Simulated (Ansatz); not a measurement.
V, 1 atom in the cell. The typed cell holds 1 atom: a = 2.764 Å, b = 2.587 Å, c = 2.694 Å, α = 57.81°, β = 58.52°, γ = 63.76°. This isn't the form of V at room conditions, which is bcc. The cell isn't the ideal one: cell sheared at random, sigma 0.06, atoms nudged by 0.01 Å.

```yaml
Program: Ansatz 0.2.0
Task: phonons
Functional: PBEsol
Potentials_or_basis: Ansatz PAW
Cutoff: "420 eV (not typed: the program's choice for these potentials)"
k_mesh: 8 × 9 × 9
Occupations: fermi-dirac, width 0.05 eV
Spin: collinear spin, ferromagnetic start
Starting_moments: "[2.0] μB"
```

Potentials or basis: Ansatz PAW.

Launch:

```bash
$ ansatz run input.yaml --threads 2 --pin off --max-ram 5632MiB --backend cpu --events-out ev --progress --plain --runs-dir out
```

Hardware: 2 threads of Intel(R) Xeon(R) Processor @ 2.70GHz, on a shared host.

Problem. How long does it take, and how much memory?

Solution. Run time: 28 s on 2 threads of Intel(R) Xeon(R) Processor @ 2.70GHz (shared host), peak memory 0.56 GiB. Counts: scf iterations 2, plane waves 275, k points 325, bands 12.
